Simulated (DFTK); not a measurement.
The system is Ir.

```
Ir
1.0
     0.00000    1.91560    1.91560
     1.91560    0.00000    1.91560
     1.91560    1.91560    0.00000
Ir
1
Direct
  0.00000 0.00000 0.00000
```

Base run:

| Property | Result |
| --- | --- |
| Program | DFTK 0.8.2 |
| Functional | PBE |
| Potentials or basis | cp2k.nc.sr.pbe.v0_1.largecore.gth (PBE, GTH, large core) |
| Cutoff | 1034 eV |
| k mesh | 12 × 12 × 12 |
| Occupations | fermi-dirac, width 0.05 eV |
| Spin | no spin polarisation |

Its results: band gap on the k mesh none (metal or under the smearing width); pressure 29.2 GPa.

**Question.** The run is repeated on the same cell with these changes: potentials or basis from cp2k.nc.sr.pbe.v0_1.largecore.gth (PBE, GTH, large core) to SG15 1.2 (PBE); cutoff from 1034 eV to 1225 eV; valence electrons from 9 to 17. What comes out?

**Answer.** Band gap on the k mesh none (metal or under the smearing width); pressure 10.5 GPa.

Caveats: a pressure of tens of GPa on the cell as given is suspect, and the run, the potentials or the cell itself is likely at fault (some runs); GTH potentials come without recommended cutoffs, and this one wasn't checked for convergence (some runs); this set keeps more shells in the core, which shifts pressures and gaps (some runs).
